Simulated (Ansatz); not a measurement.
Method: DFT PBE, scalar-relativistic, plane waves, PAW (Ansatz 0.2.0). Settings: cutoff 420 eV, Γ-centred meshes spaced at most about 0.3 Å⁻¹ (2π included), Gaussian smearing. No spin polarisation in the final relaxations.

These are static total energies at zero pressure. All come from trial cells, and lower structures may exist.

Question: Which of these relaxed structures of NaH is the lowest in energy?
1.

```
CELL_PARAMETERS angstrom
1.68302 0.97169 8.69413
-1.68302 0.97169 8.69413
0.00000 -1.94338 8.69413
ATOMIC_POSITIONS crystal
Na 0.50000 0.50000 0.50000
Na 0.61289 0.61289 0.61289
Na 0.38711 0.38711 0.38711
H 0.00000 0.00000 0.00000
H 0.77685 0.77685 0.77685
H 0.22315 0.22315 0.22315
```

2.

```
CELL_PARAMETERS angstrom
1.63066 -5.79629 0.00000
1.63066 5.79629 0.00000
0.00000 0.00000 3.35388
ATOMIC_POSITIONS crystal
Na 0.85521 0.14479 0.75000
Na 0.14479 0.85521 0.25000
H 0.64389 0.35612 0.75000
H 0.35612 0.64389 0.25000
```

Answer: 1. It has space group R-3m (No. 166); the next, 2, with space group Cmcm (No. 63), lies 33 meV/atom higher. Counting H atoms around Na (those within 1.25 times the shortest such distance or 1.15 times the sum of covalent radii), the lowest has Na 6 and the next has Na 5.

With hydrogen, zero-point motion can shift such differences by 10 meV/atom or more. With atoms moved at random, R-3m came back. Other cells relaxed within their symmetry can be saddle points. The part of the Crystallography Open Database at hand lists NaH in space group No. 225, which no cell shown has. Some types were kept out of the candidates beforehand, so the set may lack a known form.
